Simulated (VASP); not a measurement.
# In (P6_3/mmc) in VASP: further runs

The runs below take In through single point, with PBE.

All numbers are computed with VASP 6.6.1; they aren't measurements. Logs are shortened: lines on timing, memory, paths and dates and some standing lists are left out, and cuts for length are marked.

**1. Starting point**

It takes space group P6_3/mmc (No. 194, hexagonal). The conventional cell has a = 3.335 Å, b = 3.335 Å, c = 5.509 Å, α = 90.00°, β = 90.00°, γ = 120.00°. In (site symmetry -6m2) is surrounded by 12 In at 3.34 to 3.36 Å.

This isn't the form of In at room conditions, which is tetragonal.

**2. Single point, PBE**

INCAR

```
  PREC = Accurate
  ENCUT = 350
  EDIFF = 1E-6
  ISMEAR = 1
  SIGMA = 0.2
  LREAL = False
  LASPH = True
  NELM = 100
  ALGO = Normal
  ISIF = 2
  LWAVE = False
  LCHARG = False
  GGA = PE
  NBANDS = 20
  ADDGRID = False
```

KPOINTS

```
regular mesh
0
Gamma
  3 3 2
```

POSCAR

```
In
1.0
    3.3354847820      0.0000000000      0.0000000000
   -1.6677423910      2.8886145552      0.0000000000
    0.0000000000      0.0000000000      5.5091429200
In
2
Direct
    0.6666666667      0.3333333333      0.7500000000
    0.3333333333      0.6666666667      0.2500000000
```

Potentials or basis: VASP PAW PBE potentials, release 64 (In_d).

Command:

```bash
$ cat potpaw_PBE.64/In_d/POTCAR > POTCAR
$ mpirun -np 1 vasp_std > vasp.out
```

OUTCAR:

```text
PREC = Accurate
   ENCUT = 350
   EDIFF = 1E-6
   ISMEAR = 1
   LREAL = False
   LASPH = True
   NELM = 100
   ISIF = 2
   GGA = PE

 Found      6 irreducible k-points:

 Following reciprocal coordinates:
            Coordinates               Weight
  0.000000  0.000000  0.000000      1.000000
  0.333333  0.000000  0.000000      6.000000
  0.333333  0.333333  0.000000      2.000000
  0.000000  0.000000  0.500000      1.000000
  0.333333  0.000000  0.500000      6.000000
  0.333333  0.333333  0.500000      2.000000
   k-points           NKPTS =      6   k-points in BZ     NKDIM =      6   number of bands    NBANDS=     20
   number of dos      NEDOS =    301   number of ions     NIONS =      2
   total plane-waves  NPLWV =  14400
   dimension x,y,z NGX =    20 NGY =   20 NGZ =   36
   dimension x,y,z NGXF=    40 NGYF=   40 NGZF=   72
   ions per type =               2
   NGX,Y,Z   is equivalent  to a cutoff of   9.97,  9.97, 10.86 a.u.
   NGXF,Y,Z  is equivalent  to a cutoff of  19.94, 19.94, 21.73 a.u.
 SYSTEM =  unknown system
   PREC   = accura    normal or accurate (medium, high low for compatibility)
   ISTART =      0    job   : 0-new  1-cont  2-samecut
   ICHARG =      2    charge: 1-file 2-atom 10-const
   ISPIN  =      1    spin polarized calculation?
   LNONCOLLINEAR =      F non collinear calculations
   LSORBIT =      F    spin-orbit coupling
   LASPH  =      T    aspherical Exc in radial PAW
   ENCUT  =  350.0 eV  25.72 Ry    5.07 a.u.   5.09  5.09  8.40*2*pi/ulx,y,z
   NELM   =    100;   NELMIN=  2; NELMDL= -5     # of ELM steps
   EDIFF  = 0.1E-05   stopping-criterion for ELM
[... 18 lines left out ...]
     AMIX     =   0.40;   BMIX     =  1.00
     AMIX_MAG =   1.60;   BMIX_MAG =  1.00
  volume/ion in A,a.u.               =      26.54       179.10
  Fermi-wavevector in a.u.,A,eV,Ry     =   1.290491  2.438675 22.658704  1.665368
  Thomas-Fermi vector in A             =   2.422320
   LORBIT       =      0    0 simple, 1 ext, 2 COOP (PROOUT), +10 PAW based schemes
   GGA     = PE    functional components
[... 5 lines left out ...]
 non-spin polarized calculation
 Methfessel and Paxton  Order N= 1 SIGMA  =   0.20
  energy-cutoff  :      350.00
  volume of cell :       53.08
 maximum number of plane-waves:       803
   NGX = 11   NGY = 11   NGZ = 17

 number of electron      26.0000024 magnetization

 Free energy of the ion-electron system (eV)
  ---------------------------------------------------
  ext. energy  EPLUGINS =         0.00000000
  ---------------------------------------------------
  free energy    TOTEN  =        -4.69753849 eV

  energy without entropy =       -4.66634915  energy(sigma->0) =       -4.68714205

 E-fermi :   6.9478     XC(G=0): -10.1963

 val. band max:        6.9434301067   @ k =   0.3333   0.0000   0.0000
 cond. band min:       6.9545083229   @ k =   0.3333   0.3333   0.5000
 fundamental gap:      0.0110782162
 Fermi energy:         6.9478304736

 k-point     1 :       0.0000    0.0000    0.0000
  band No.  band energies     occupation
      1      -7.3310      2.00000
      2      -7.2966      2.00000
      3      -7.2966      2.00000
      4      -7.2719      2.00000
      5      -7.2703      2.00000
      6      -7.2703      2.00000
[... 12 lines left out ...]
     19      18.2245      0.00000
     20      18.7274      0.00000

 k-point     2 :       0.3333    0.0000    0.0000
  band No.  band energies     occupation
      1      -7.4538      2.00000
      2      -7.3316      2.00000
      3      -7.2984      2.00000
      4      -7.2302      2.00000
      5      -7.1542      2.00000
      6      -7.1145      2.00000
[... 12 lines left out ...]
     19      16.3056      0.00000
     20      18.0828      0.00000

 k-point     3 :       0.3333    0.3333    0.0000
  band No.  band energies     occupation
      1      -7.3806      2.00000
      2      -7.2439      2.00000
      3      -7.2439      2.00000
      4      -7.2032      2.00000
      5      -7.1968      2.00000
      6      -7.1968      2.00000
[... 12 lines left out ...]
     19      12.9299      0.00000
     20      23.4789      0.00000

 k-point     4 :       0.0000    0.0000    0.5000
  band No.  band energies     occupation
      1      -7.3038      2.00000
      2      -7.3038      2.00000
      3      -7.3038      2.00000
      4      -7.3038      2.00000
      5      -7.2926      2.00000
      6      -7.2926      2.00000
[... 12 lines left out ...]
     19      18.5113      0.00000
     20      18.5113      0.00000

 k-point     5 :       0.3333    0.0000    0.5000
  band No.  band energies     occupation
      1      -7.3921      2.00000
      2      -7.3921      2.00000
      3      -7.2941      2.00000
      4      -7.2941      2.00000
      5      -7.1276      2.00000
      6      -7.1276      2.00000
[... 12 lines left out ...]
     19      16.0751      0.00000
     20      16.0751      0.00000

 k-point     6 :       0.3333    0.3333    0.5000
  band No.  band energies     occupation
      1      -7.3126      2.00000
      2      -7.3126      2.00000
      3      -7.2059      2.00000
      4      -7.2059      2.00000
      5      -7.1742      2.00000
      6      -7.1742      2.00000
[... 12 lines left out ...]
     19      17.6153      0.00000
     20      17.6153      0.00000

------------------------ aborting loop because EDIFF is reached ----------------------------------------

  FORCE on cell =-STRESS in cart. coord.  units (eV):
  Direction    XX          YY          ZZ          XY          YZ          ZX
  --------------------------------------------------------------------------------------
  -------------------------------------------------------------------------------------
  Total        0.1640627      0.1640627      0.2339097     -0.0000000      0.0000000      0.0000000
  in kB        4.9520826      4.9520826      7.0603485     -0.0000000      0.0000000      0.0000000
  external PRESSURE =       5.6548379 kB  Pullay stress =       0.0000000 kB

 VOLUME and BASIS-vectors are now :
 -----------------------------------------------------------------------------
  energy-cutoff  :      350.00
  volume of cell :       53.08
      direct lattice vectors                 reciprocal lattice vectors
     3.335484782  0.000000000  0.000000000     0.299806495  0.173093360  0.000000000
    -1.667742391  2.888614555  0.000000000     0.000000000  0.346186721  0.000000000
     0.000000000  0.000000000  5.509142920     0.000000000  0.000000000  0.181516438

 POSITION                                       TOTAL-FORCE (eV/Angst)
 -----------------------------------------------------------------------------------
      1.66774      0.96287      4.13186         0.000000     -0.000000      0.000000
     -0.00000      1.92574      1.37729        -0.000000      0.000000      0.000000
 -----------------------------------------------------------------------------------
    total drift:                                0.000000     -0.000000      0.000000

  FREE ENERGIE OF THE ION-ELECTRON SYSTEM (eV)
  ---------------------------------------------------
  free  energy   TOTEN  =        -4.6975384941 eV

  energy  without entropy=       -4.6663491477  energy(sigma->0) =       -4.68714205
```

Wall time 2.7 s (1 thread of Intel Xeon 6975P-C (Granite Rapids), shared host); peak memory 0.13 GiB.

The run converged, but some of its settings lie outside the range that counts as converged, so its numbers aren't taken as properties of the crystal.

Results:

| Property | Result |
| --- | --- |
| Free energy | -4.6975 eV |
| Pressure | 0.6 GPa |
| Band gap on the k mesh | none (metal or under the smearing width) |

Caveat: the k mesh is coarse (spacing up to 0.73 Å⁻¹), so the values aren't converged.

**3. Single point, PBE**

Changes to INCAR since step 2:

```diff
@@ -1,3 +1,3 @@
   PREC = Accurate
-  ENCUT = 350
+  ENCUT = 400
   EDIFF = 1E-6
```

KPOINTS is that of step 2.

POSCAR is that of step 2.

Potentials or basis: VASP PAW PBE potentials, release 64 (In_d).

Command:

```bash
$ cat potpaw_PBE.64/In_d/POTCAR > POTCAR
$ mpirun -np 1 vasp_std > vasp.out
```

Run time: 5.1 s. Hardware: 1 thread of Intel Xeon 6975P-C (Granite Rapids), shared host; peak memory 0.15 GiB.

These settings aren't checked as converged: the numbers below hold their error.

What came out:

| Quantity | Value |
| --- | --- |
| Free energy | -4.6991 eV |
| Pressure | 1.0 GPa |
| Band gap on the k mesh | none (metal or under the smearing width) |

Caveat: the k mesh is coarse (spacing up to 0.73 Å⁻¹), so the values aren't converged.

**4. Single point, PBE**

Changes to INCAR since step 3:

```diff
@@ -1,3 +1,3 @@
   PREC = Accurate
-  ENCUT = 400
+  ENCUT = 500
   EDIFF = 1E-6
```

KPOINTS is that of step 3.

POSCAR is that of step 3.

Potentials or basis: VASP PAW PBE potentials, release 64 (In_d).

Command:

```bash
$ cat potpaw_PBE.64/In_d/POTCAR > POTCAR
$ mpirun -np 1 vasp_std > vasp.out
```

OUTCAR:

```text
PREC = Accurate
   ENCUT = 500
   EDIFF = 1E-6
   ISMEAR = 1
   LREAL = False
   LASPH = True
   NELM = 100
   ISIF = 2
   GGA = PE

 Found      6 irreducible k-points:

 Following reciprocal coordinates:
            Coordinates               Weight
  0.000000  0.000000  0.000000      1.000000
  0.333333  0.000000  0.000000      6.000000
  0.333333  0.333333  0.000000      2.000000
  0.000000  0.000000  0.500000      1.000000
  0.333333  0.000000  0.500000      6.000000
  0.333333  0.333333  0.500000      2.000000
   k-points           NKPTS =      6   k-points in BZ     NKDIM =      6   number of bands    NBANDS=     20
   number of dos      NEDOS =    301   number of ions     NIONS =      2
   total plane-waves  NPLWV =  23040
   dimension x,y,z NGX =    24 NGY =   24 NGZ =   40
   dimension x,y,z NGXF=    48 NGYF=   48 NGZF=   80
   ions per type =               2
   NGX,Y,Z   is equivalent  to a cutoff of  11.96, 11.96, 12.07 a.u.
   NGXF,Y,Z  is equivalent  to a cutoff of  23.92, 23.92, 24.14 a.u.
 SYSTEM =  unknown system
   PREC   = accura    normal or accurate (medium, high low for compatibility)
   ISTART =      0    job   : 0-new  1-cont  2-samecut
   ICHARG =      2    charge: 1-file 2-atom 10-const
   ISPIN  =      1    spin polarized calculation?
   LNONCOLLINEAR =      F non collinear calculations
   LSORBIT =      F    spin-orbit coupling
   LASPH  =      T    aspherical Exc in radial PAW
   ENCUT  =  500.0 eV  36.75 Ry    6.06 a.u.   6.08  6.08 10.04*2*pi/ulx,y,z
   NELM   =    100;   NELMIN=  2; NELMDL= -5     # of ELM steps
   EDIFF  = 0.1E-05   stopping-criterion for ELM
[... 18 lines left out ...]
     AMIX     =   0.40;   BMIX     =  1.00
     AMIX_MAG =   1.60;   BMIX_MAG =  1.00
  volume/ion in A,a.u.               =      26.54       179.10
  Fermi-wavevector in a.u.,A,eV,Ry     =   1.290491  2.438675 22.658704  1.665368
  Thomas-Fermi vector in A             =   2.422320
   LORBIT       =      0    0 simple, 1 ext, 2 COOP (PROOUT), +10 PAW based schemes
   GGA     = PE    functional components
[... 5 lines left out ...]
 non-spin polarized calculation
 Methfessel and Paxton  Order N= 1 SIGMA  =   0.20
  energy-cutoff  :      500.00
  volume of cell :       53.08
 maximum number of plane-waves:      1356
   NGX = 13   NGY = 13   NGZ = 21

 number of electron      25.9999972 magnetization

 Free energy of the ion-electron system (eV)
  ---------------------------------------------------
  ext. energy  EPLUGINS =         0.00000000
  ---------------------------------------------------
  free energy    TOTEN  =        -4.69903940 eV

  energy without entropy =       -4.66784709  energy(sigma->0) =       -4.68864196

 E-fermi :   6.9475     XC(G=0): -10.1963

 val. band max:        6.9431640874   @ k =   0.3333   0.0000   0.0000
 cond. band min:       6.9540117911   @ k =   0.3333   0.3333   0.5000
 fundamental gap:      0.0108477038
 Fermi energy:         6.9474723517

 k-point     1 :       0.0000    0.0000    0.0000
  band No.  band energies     occupation
      1      -7.3366      2.00000
      2      -7.3028      2.00000
      3      -7.3028      2.00000
      4      -7.2780      2.00000
      5      -7.2764      2.00000
      6      -7.2764      2.00000
[... 12 lines left out ...]
     19      18.2240      0.00000
     20      18.7268      0.00000

 k-point     2 :       0.3333    0.0000    0.0000
  band No.  band energies     occupation
      1      -7.4599      2.00000
      2      -7.3376      2.00000
      3      -7.3042      2.00000
      4      -7.2363      2.00000
      5      -7.1601      2.00000
      6      -7.1205      2.00000
[... 12 lines left out ...]
     19      16.3061      0.00000
     20      18.0828      0.00000

 k-point     3 :       0.3333    0.3333    0.0000
  band No.  band energies     occupation
      1      -7.3865      2.00000
      2      -7.2498      2.00000
      3      -7.2498      2.00000
      4      -7.2093      2.00000
      5      -7.2027      2.00000
      6      -7.2027      2.00000
[... 12 lines left out ...]
     19      12.9287      0.00000
     20      23.4853      0.00000

 k-point     4 :       0.0000    0.0000    0.5000
  band No.  band energies     occupation
      1      -7.3100      2.00000
      2      -7.3100      2.00000
      3      -7.3100      2.00000
      4      -7.3100      2.00000
      5      -7.2988      2.00000
      6      -7.2988      2.00000
[... 12 lines left out ...]
     19      18.5110      0.00000
     20      18.5110      0.00000

 k-point     5 :       0.3333    0.0000    0.5000
  band No.  band energies     occupation
      1      -7.3982      2.00000
      2      -7.3982      2.00000
      3      -7.3001      2.00000
      4      -7.3001      2.00000
      5      -7.1337      2.00000
      6      -7.1337      2.00000
[... 12 lines left out ...]
     19      16.0741      0.00000
     20      16.0741      0.00000

 k-point     6 :       0.3333    0.3333    0.5000
  band No.  band energies     occupation
      1      -7.3188      2.00000
      2      -7.3188      2.00000
      3      -7.2120      2.00000
      4      -7.2120      2.00000
      5      -7.1802      2.00000
      6      -7.1802      2.00000
[... 12 lines left out ...]
     19      17.6144      0.00000
     20      17.6144      0.00000

------------------------ aborting loop because EDIFF is reached ----------------------------------------

  FORCE on cell =-STRESS in cart. coord.  units (eV):
  Direction    XX          YY          ZZ          XY          YZ          ZX
  --------------------------------------------------------------------------------------
  -------------------------------------------------------------------------------------
  Total        0.3040604      0.3040604      0.3872612      0.0000000     -0.0000000      0.0000000
  in kB        9.1777843      9.1777843     11.6891247      0.0000000     -0.0000000      0.0000000
  external PRESSURE =      10.0148978 kB  Pullay stress =       0.0000000 kB

 VOLUME and BASIS-vectors are now :
 -----------------------------------------------------------------------------
  energy-cutoff  :      500.00
  volume of cell :       53.08
      direct lattice vectors                 reciprocal lattice vectors
     3.335484782  0.000000000  0.000000000     0.299806495  0.173093360  0.000000000
    -1.667742391  2.888614555  0.000000000     0.000000000  0.346186721  0.000000000
     0.000000000  0.000000000  5.509142920     0.000000000  0.000000000  0.181516438

 POSITION                                       TOTAL-FORCE (eV/Angst)
 -----------------------------------------------------------------------------------
      1.66774      0.96287      4.13186        -0.000000      0.000000      0.000000
     -0.00000      1.92574      1.37729         0.000000      0.000000      0.000000
 -----------------------------------------------------------------------------------
    total drift:                                0.000000     -0.000000      0.000000

  FREE ENERGIE OF THE ION-ELECTRON SYSTEM (eV)
  ---------------------------------------------------
  free  energy   TOTEN  =        -4.6990394022 eV

  energy  without entropy=       -4.6678470866  energy(sigma->0) =       -4.68864196
```

OSZICAR:

```text
N       E                     dE             d eps       ncg     rms          rms(c)
DAV:   1     0.202609611254E+03    0.20261E+03   -0.12783E+04   240   0.177E+03
DAV:   2     0.111657274298E+02   -0.19144E+03   -0.18760E+03   244   0.364E+02
DAV:   3    -0.427208889451E+01   -0.15438E+02   -0.15317E+02   280   0.117E+02
DAV:   4    -0.473583946212E+01   -0.46375E+00   -0.46283E+00   308   0.217E+01
DAV:   5    -0.476176171592E+01   -0.25922E-01   -0.25921E-01   364   0.430E+00    0.315E+00
DAV:   6    -0.471074908464E+01    0.51013E-01   -0.86406E-02   316   0.483E+00    0.151E+00
DAV:   7    -0.469967913195E+01    0.11070E-01   -0.29848E-02   332   0.249E+00    0.342E-01
DAV:   8    -0.469900791213E+01    0.67122E-03   -0.26634E-03   312   0.663E-01    0.400E-02
DAV:   9    -0.469903707038E+01   -0.29158E-04   -0.10923E-04   384   0.894E-02    0.311E-02
DAV:  10    -0.469903872680E+01   -0.16564E-05   -0.47358E-06   272   0.278E-02    0.173E-02
DAV:  11    -0.469903940220E+01   -0.67540E-06   -0.12207E-06   208   0.121E-02
   1 F= -.46990394E+01 E0= -.46886420E+01  d E =-.311923E-01
```

stdout:

```text
POSCAR found type information on POSCAR In
 POSCAR found :  1 types and       2 ions
 scaLAPACK will be used
 LDA part: xc-table for (Slater+PW92), standard interpolation
 POSCAR, INCAR and KPOINTS ok, starting setup
 FFT: planning ... GRIDC
 FFT: planning ... GRID_SOFT
 FFT: planning ... GRID
 WAVECAR not read
 entering main loop
```

Run time: 4.6 s. Hardware: 1 thread of Intel Xeon 6975P-C (Granite Rapids), shared host; peak memory 0.15 GiB.

These settings aren't checked as converged: the numbers below hold their error.

What came out:

```
Free energy            : -4.6990 eV
Pressure               : 1.0 GPa
Band gap on the k mesh : none (metal or under the smearing width)
```

Caveat: the k mesh is coarse (spacing up to 0.73 Å⁻¹), so the values aren't converged.

[end of part 1 of 2]
